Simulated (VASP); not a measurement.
Runs of VASP 6.6.1 on C. All rows change the cell; the cell of one of them follows. It takes space group P6/mmm (No. 191, hexagonal). The conventional cell has a = 2.539 Å, b = 2.539 Å, c = 3.613 Å, α = 90.00°, β = 90.00°, γ = 120.00°. C (site symmetry -6m2) is surrounded by 3 C at 1.47 Å. This is a stacking variant of graphite.

```csv
cell,gap on the mesh (eV),pressure (GPa)
"biaxial strain in the a-b plane, c and atoms relaxed: +3.0 %",none,-20.4
"biaxial strain in the a-b plane, c and atoms relaxed: +4.5 %",none,-29.2
"biaxial strain in the a-b plane, c and atoms relaxed: -1.5 %",none,(a)
the same crystal in its conventional cell,none,0.4
```

Alike in all rows: task single point; level PBE+D3(BJ); potentials or basis VASP PAW PBE potentials, release 64 (C); no spin polarisation; k mesh 21 × 21 × 12; cutoff (eV) 520; smearing gaussian 0.1 eV.

Question: Estimate the missing entries.

Answer: (a) 13.6.

Caveats: so large a pressure means that the cell lies far from this level's equilibrium, or that cutoff or potentials fall short (some runs).

A gap of «none» marks a metal or a gap under the smearing width.
